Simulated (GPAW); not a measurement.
# Magnetic state of Ni3 Cu6 Ni3 111 from several starts

A self-consistent run ends on one state, which hangs on the start. Several orders of Ni3 Cu6 Ni3 111 are started in GPAW and their energies compared.

Main program and level: GPAW 26.7.0; PBE; plane waves with GPAW's PAW setups, scalar-relativistic.

## 1. The structure

The cell holds 12 atoms: 6 Ni and 6 Cu. Cell: a = 2.556 Å, b = 2.556 Å, c = 34.143 Å, α = 90.0°, β = 90.0°, γ = 120.0°. ideal sites on the substrate's mesh, layer spacings from atomic volumes, unrelaxed, 12 A of vacuum. Vacuum lies along c.

## 2. Order 1, typed as ferro ++++++

Parallel moments need no larger cell; this start tests for a ferromagnetic state only.

order1.py

```python
import json
import numpy as np
from ase import Atoms
from ase.parallel import paropen, parprint
from gpaw import GPAW

atoms = Atoms(['Ni', 'Ni', 'Ni', 'Cu', 'Cu', 'Cu', 'Cu', 'Cu', 'Cu', 'Ni', 'Ni', 'Ni'],
    cell=[[2.556191, 0.0, 0.0],
         [-1.278096, 2.213726, 0.0],
         [0.0, 0.0, 34.142866]],
    scaled_positions=[[0.0, 0.0, 0.175732],
         [0.333333, 0.666667, 0.232149],
         [0.666667, 0.333333, 0.288566],
         [0.0, 0.0, 0.347312],
         [0.333333, 0.666667, 0.408387],
         [0.666667, 0.333333, 0.469462],
         [0.0, 0.0, 0.530538],
         [0.333333, 0.666667, 0.591613],
         [0.666667, 0.333333, 0.652688],
         [0.0, 0.0, 0.711434],
         [0.333333, 0.666667, 0.767851],
         [0.666667, 0.333333, 0.824268]],
    pbc=True,
    magmoms=[0.8, 0.8, 0.8, 0.0, 0.0, 0.0, 0.0, 0.0, 0.0, 0.8, 0.8, 0.8])
atoms.calc = GPAW(mode={'name': 'pw', 'ecut': 450},
    xc='PBE',
    kpts={'size': (20, 20, 1), 'gamma': True},
    occupations={'name': 'fermi-dirac', 'width': 0.05},
    convergence={'density': 1e-05, 'energy': 1e-05},
    maxiter=200,
    mixer={'name': 'pulay', 'beta': 0.03, 'nmaxold': 8, 'weight': 100},
    symmetry={'tolerance': 1e-4},
    txt='order1.txt')
e = atoms.get_potential_energy(force_consistent=True)
res = {'free_energy': e, 'energy_sigma0': atoms.get_potential_energy(), 'fermi_energy': atoms.calc.get_fermi_level()}
res['moments'] = atoms.get_magnetic_moments().tolist()
res['total'] = atoms.get_magnetic_moment()
parprint('site moments (muB):', np.round(res['moments'], 3))
parprint(f"total moment: {res['total']:.3f} muB")
parprint(f'free energy: {e:.6f} eV')
atoms.calc.write('order1.gpw')
with paropen('results.json', 'w') as f:
    json.dump(res, f)
```

Launch:

```sh
OMP_NUM_THREADS=1 mpirun -n 4 gpaw python order1.py > order1.log
```

Numbers of over 12 decimals in the logs are rounded to 6 here.

Output:

```text
site moments (muB): [ 0.756  0.726  0.501 -0.001 -0.003 -0.001 -0.001 -0.003 -0.001  0.501
  0.726  0.756]
total moment: 3.721 muB
free energy: -63.857969 eV

--- order1.txt ---
Input parameters:
  mode=PW(ecut=450),
  convergence={'density': 1e-05, 'energy': 1e-05},
  kpts=MonkhorstPack(size=(20, 20, 1), gamma=True),
  maxiter=200,
  mixer=Pulay(name='pulay', nmaxold=8, beta=0.03, weight=100, sigma=0.015, g_ss=None),
  occupations=Occupations(name='fermi-dirac', width=0.05),
  symmetry=Symmetry(tolerance=0.0001),
  xc=XC(name='PBE')

Diagonalizing LCAO Hamiltonian
Converting LCAO to pw mode

           Ni

        Ni

       Ni

           Cu

        Cu

       Cu

           Cu

        Cu

       Cu

           Ni

        Ni

       Ni

Atoms  # Å, Bohr magnetons
|    | symbol |         x |        y |         z |    initial magnetic moments |
|----|--------|-----------|----------|-----------|-----------------------------|
|  0 |     Ni |  0.000000 | 0.000000 |  5.999994 | ( 0.0000,  0.0000,  0.8000) |
|  1 |     Ni | -0.000002 | 1.475818 |  7.926232 | ( 0.0000,  0.0000,  0.8000) |
|  2 |     Ni |  1.278097 | 0.737908 |  9.852470 | ( 0.0000,  0.0000,  0.8000) |
|  3 |     Cu |  0.000000 | 0.000000 | 11.858227 | ( 0.0000,  0.0000,  0.0000) |
|  4 |     Cu | -0.000002 | 1.475818 | 13.943503 | ( 0.0000,  0.0000,  0.0000) |
|  5 |     Cu |  1.278097 | 0.737908 | 16.028778 | ( 0.0000,  0.0000,  0.0000) |
|  6 |     Cu |  0.000000 | 0.000000 | 18.114088 | ( 0.0000,  0.0000,  0.0000) |
|  7 |     Cu | -0.000002 | 1.475818 | 20.199363 | ( 0.0000,  0.0000,  0.0000) |
|  8 |     Cu |  1.278097 | 0.737908 | 22.284639 | ( 0.0000,  0.0000,  0.0000) |
|  9 |     Ni |  0.000000 | 0.000000 | 24.290396 | ( 0.0000,  0.0000,  0.8000) |
| 10 |     Ni | -0.000002 | 1.475818 | 26.216634 | ( 0.0000,  0.0000,  0.8000) |
| 11 |     Ni |  1.278097 | 0.737908 | 28.142872 | ( 0.0000,  0.0000,  0.8000) |

Unit cell  # Å
| periodic |         x |        y |         z |   lengths |     angles |
|----------|-----------|----------|-----------|-----------|------------|
|      yes |  2.556191 | 0.000000 |  0.000000 |  2.556191 |  90.000000 |
|      yes | -1.278096 | 2.213726 |  0.000000 |  2.556191 |  90.000000 |
|      yes |  0.000000 | 0.000000 | 34.142866 | 34.142866 | 120.000014 |

Number of symmetries: 6

BZ-sampling:
  Number of BZ points: 400
  Number of IBZ points: 44

  Monkhorst-Pack size: [20, 20, 1]
  Monkhorst-Pack shift: [0.025, 0.025, 0.0]

K-points  # in reciprocal-cell coordinates
|     |                                coordinates |     weight |
|-----|--------------------------------------------|------------|
|   0 | ( -0.00000000,  -0.00000000,   0.00000000) | 0.00250000 |
|   1 | (  0.05000000,  -0.00000000,   0.00000000) | 0.01500000 |
|   2 | (  0.10000000,  -0.05000000,   0.00000000) | 0.01500000 |
|   3 | (  0.10000000,  -0.00000000,   0.00000000) | 0.01500000 |
|   4 | (  0.15000000,  -0.05000000,   0.00000000) | 0.03000000 |
|   5 | (  0.15000000,  -0.00000000,   0.00000000) | 0.01500000 |
|   6 | (  0.20000000,  -0.10000000,   0.00000000) | 0.01500000 |
|   7 | (  0.20000000,  -0.05000000,   0.00000000) | 0.03000000 |
|   8 | (  0.20000000,  -0.00000000,   0.00000000) | 0.01500000 |
|   9 | (  0.25000000,  -0.10000000,   0.00000000) | 0.03000000 |
| ... |                                            |            |
|  43 | (  0.50000000,   0.50000000,   0.00000000) | 0.00750000 |

Plane wave coefficients: 4285
Cutoff: 450.000000 eV

Spin-components: 2 (collinear spins)
Bands:           105
Projectors:      72
Spin-degeneracy: 1
Datatype:        complex128

Parallelization:
  kpt:    4
  domain: 1
  band:   1

Density:
  Valence electrons: 162.0
  Components: 2
  Grid points: [ 14  14 168]
  Charge: 0.0  # |e|

Potential:
  Grid points: [ 14  14 168]

species:
  Ni:
    name:    Nickel
    Z:       28.0
    valence: 16
    core:    12
    charge:  0.0  # [|e|]
    compensation charges:
      type: gauss
      rc: 0.36  # [Å]
      lmax: 2
    cutoffs:
      filter: 2.14  # [Å]
      core: 1.98  # [Å]
    projectors
    | kind |    occ | energy [eV] | rcut [Å] |
    |------|--------|-------------|----------|
    |   4s |  2.000 |      -5.642 |    1.164 |
    |   3p |  6.000 |     -71.394 |    1.207 |
    |   4p |  0.000 |      -1.226 |    1.207 |
    |   3d |  8.000 |      -8.875 |    1.138 |
    |    s |        |      21.570 |    1.164 |
    |    d |        |      18.337 |    1.138 |

    Using partial waves for Ni as LCAO basis

  Cu:
    name:    Copper
    Z:       29.0
    valence: 11
    core:    18
    charge:  0.0  # [|e|]
    compensation charges:
      type: gauss
      rc: 0.33  # [Å]
      lmax: 2
    cutoffs:
      filter: 2.06  # [Å]
      core: 2.43  # [Å]
    projectors
    | kind |    occ | energy [eV] | rcut [Å] |
    |------|--------|-------------|----------|
    |   4s |  1.000 |      -4.609 |    1.164 |
    |   4p |  0.000 |      -0.698 |    1.164 |
    |   3d | 10.000 |      -5.039 |    1.058 |
    |    s |        |      22.603 |    1.164 |
    |    p |        |      26.513 |    1.164 |
    |    d |        |      22.172 |    1.058 |

    Using partial waves for Cu as LCAO basis

Reference energy: -518336.701730  # eV

eigensolver:
  PPCG
  Converge bands: occupied
  niter=2

density mixing:
  Pulay-Mixer
  Linear mixing parameters: 0.03
  Old densities: 8
  Fourier metric: weight=100, sigma=0.015

occupation numbers:
  Fermi-Dirac:
    width: 0.0500  # eV

poisson solver:
  ecut: 3600.000000  # eV

xc functional:
  name: PBE with 2 nearest neighbor stencil

convergence criteria:
- Maximum integral of absolute [dens]ity change: 1e-05 electrons / valence electron
- Maximum [total energy] change in last 3 cyles: 1e-05 eV / valence electron
- Maximum integral of absolute [eigenst]ate change: 4e-08 eV^2 / valence electron
maximum number of iterations: 200

SCF iterations
|iter     |      energy | eigst |  dens |  magmom |
|---------|-------------|-------|-------|---------|
|iter:   1|       0s |  -96.049200 | +0.57 |       |  +4.8043|
|iter:   2|      21s | -318.178158 | +1.42 | -0.73 |  +4.6704|
|iter:   3|      43s |  -74.990633 | +0.60 | -0.51 |  +4.6542|
|iter:   4|      64s |  -67.615533 | -0.62 | -1.00 |  +4.6674|
|iter:   5|      85s |  -71.603827 | -1.41 | -1.18 |  +4.6366|
|iter:   6|     107s |  -68.077661 | -1.73 | -1.01 |  +4.6108|
|iter:   7|     128s |  -65.120936 | -2.21 | -1.03 |  +4.5609|
|iter:   8|     149s |  -65.323256 | -2.14 | -1.27 |  +4.5052|
|iter:   9|     171s |  -64.721850 | -2.47 | -1.26 |  +4.4598|
|iter:  10|     192s |  -63.941631 | -2.13 | -1.37 |  +4.3480|
[... 47 iterations left out ...]
|iter:  58|    1171s |  -63.810408c| -7.97c| -4.61 |  +3.7216|
|iter:  59|    1181s |  -63.810410c| -7.69c| -4.68 |  +3.7216|
|iter:  60|    1191s |  -63.810410c| -8.06c| -4.71 |  +3.7215|
|iter:  61|    1201s |  -63.810410c| -8.23c| -4.74 |  +3.7215|
|iter:  62|    1211s |  -63.810410c| -8.12c| -4.75 |  +3.7214|
|iter:  63|    1222s |  -63.810409c| -8.22c| -4.78 |  +3.7213|
|iter:  64|    1232s |  -63.810407c| -7.61c| -4.83 |  +3.7210|
|iter:  65|    1242s |  -63.810408c| -7.89c| -4.98 |  +3.7209|
|iter:  66|    1252s |  -63.810407c| -7.85c| -4.97 |  +3.7209|
|iter:  67|    1262s |  -63.810407c| -8.13c| -5.08c|  +3.7208|

Converged in 67 steps
Energy contributions relative to reference atoms: (reference = -518336.701730)

Energy contributions:
  Kinetic:         -39.504737
  Coulomb:          33.544066
  Zero:              1.498263
  External:          0.000000
  Xc:              -59.300436
  Entropy:          -0.095124
  Spinorbit:         0.000000
  ----------------------------
  Free energy:     -63.857969
  Extrapolated:    -63.810407

dipole moment: (-10.752456, -18.706573, -0.000017)  # |e|*Ang

Total magnetic moment: (0.000000, 0.000000, 3.720773)

Local magnetic moments
|        x |        y |         z |
|----------|----------|-----------|
| 0.000000 | 0.000000 |  0.756210 |  # Ni   0
| 0.000000 | 0.000000 |  0.726160 |  # Ni   1
| 0.000000 | 0.000000 |  0.501398 |  # Ni   2
| 0.000000 | 0.000000 | -0.001375 |  # Cu   3
| 0.000000 | 0.000000 | -0.003301 |  # Cu   4
| 0.000000 | 0.000000 | -0.000604 |  # Cu   5
| 0.000000 | 0.000000 | -0.000605 |  # Cu   6
| 0.000000 | 0.000000 | -0.003301 |  # Cu   7
| 0.000000 | 0.000000 | -0.001368 |  # Cu   8
| 0.000000 | 0.000000 |  0.501407 |  # Ni   9
| 0.000000 | 0.000000 |  0.726160 |  # Ni  10
| 0.000000 | 0.000000 |  0.756209 |  # Ni  11

Fermi level: 4.403
Eigenvalues  # (at kpt = [-0.000, -0.000, 0.000])
| band index |      eig [eV] | occ [0-1] |      eig [eV] | occ [0-1] |
|------------|---------------|-----------|---------------|-----------|
|          0 |       -59.870 |     1.000 |       -58.954 |     1.000 |
|        ... |               |           |               |           |
|         79 |         3.134 |     1.000 |         3.741 |     1.000 |
|         80 |         3.190 |     1.000 |         3.741 |     1.000 |
|         81 |         3.384 |     1.000 |         4.010 |     1.000 |
|         82 |         3.384 |     1.000 |         4.010 |     1.000 |
|         83 |         3.385 |     1.000 |         4.010 |     1.000 |
|         84 |         3.385 |     1.000 |         4.010 |     1.000 |
|         85 |         3.772 |     1.000 |         4.570 |     0.034 |
|         86 |         3.773 |     1.000 |         4.571 |     0.034 |
|         87 |         3.773 |     1.000 |         4.571 |     0.033 |
|         88 |         3.773 |     1.000 |         4.571 |     0.033 |
|         89 |         4.556 |     0.044 |         4.572 |     0.033 |
|         90 |         4.615 |     0.014 |         4.617 |     0.014 |
|         91 |         8.989 |     0.000 |         8.975 |     0.000 |
|         92 |         9.051 |     0.000 |         9.086 |     0.000 |
|         93 |         9.701 |     0.000 |         9.699 |     0.000 |
|         94 |        10.778 |     0.000 |        10.866 |     0.000 |
|        ... |               |           |               |           |
|        104 |        22.541 |     0.000 |        22.578 |     0.000 |

No gap
No difference between direct/indirect transitions
```

It took 22 min on 4 MPI ranks of Arm Neoverse V1, shared host; peak memory 1.7 GiB.

Spin moment in the augmentation sphere by atom:

| atom | spin moment in the augmentation sphere (μB) |
| --- | --- |
| Ni1 | 0.756 |
| Ni2 | 0.726 |
| Ni3 | 0.501 |
| Cu4 | -0.001 |
| Cu5 | -0.003 |
| Cu6 | -0.001 |
| Cu7 | -0.001 |
| Cu8 | -0.003 |
| Cu9 | -0.001 |
| Ni10 | 0.501 |
| Ni11 | 0.726 |
| Ni12 | 0.756 |

Read from the output:

```yaml
magnetization: 3.721 μB
final_state: ferromagnetic
```

After 67 cycles the largest moment stands at 0.756 μB.

(Continued in part 2 of 2.)

[Logs and program files are shortened in this print: banners, set-up blocks, solver, clock and traceback lines can be left out without a mark of their own.]

[Logs are printed without paths, hosts, clocks, repeated set-up lines and the standing remarks that a program may print on its own settings, such as how far it seeks lower states.]

[Hosts, paths, dates, database ids (printed as entryN), source tags and the programs' standing remarks are cut or masked in the printed files.]

[Where a cell is said to come from a database of computed structures, the database is the Materials Project.]
